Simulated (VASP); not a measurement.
Input of a VASP 6.6.1 run:

The input INCAR:

```
SYSTEM = AlB2H2
ALGO = Normal ; EDIFF = 1E-6
ENCUT = 520 ; GGA = PE
ISIF = 2 ; ISMEAR = 0
LASPH = .True. ; LCHARG = .True.
LELF = .True. ; LREAL = .False.
LVHAR = .True. ; LWAVE = .False.
NBANDS = 14 ; NELM = 100
PREC = Accurate ; SIGMA = 0.1
```

Contents of KPOINTS:

```
k-points
0
Gamma
  6 6 4
  0 0 0
```

File POSCAR:

```
AlB2H2
1.0
    1.6212893721     -2.3610335166      0.0000000000
    1.6212893721      2.3610335166      0.0000000000
    0.0000000000      0.0000000000      4.8834512351
Al B H
1 2 2
Direct
    0.5000000000      0.5000000000      0.0000000000
    0.0000000000      0.0000000000      0.6673830932
    0.0000000000      0.0000000000      0.3326169068
    0.0000000000      0.5000000000      0.5000000000
    0.5000000000      0.0000000000      0.5000000000
```

Potentials or basis: VASP PAW PBE potentials, release 64 (Al, B, H).

Run with:

```bash
$ cat potpaw_PBE.64/Al/POTCAR potpaw_PBE.64/B/POTCAR potpaw_PBE.64/H/POTCAR > POTCAR
$ mpirun -np 1 vasp_std > vasp.out
```

Problem. Estimate the pressure.

Solution. -0.1 GPa.

Problem. Predict the band gap on the k mesh.

Solution. None (metal or under the smearing width).

Problem. What does it give for the largest force?

Solution. 0.052 eV/Å.

Forces on the atoms (eV/Å):
```
Al   0.000  0.000  0.000
B    0.000  0.000  0.052
B    0.000  0.000 -0.052
H    0.000  0.000  0.000
H    0.000  0.000  0.000
```

Caveat: the k mesh is coarse (spacing up to 0.39 Å⁻¹), so the values aren't converged.
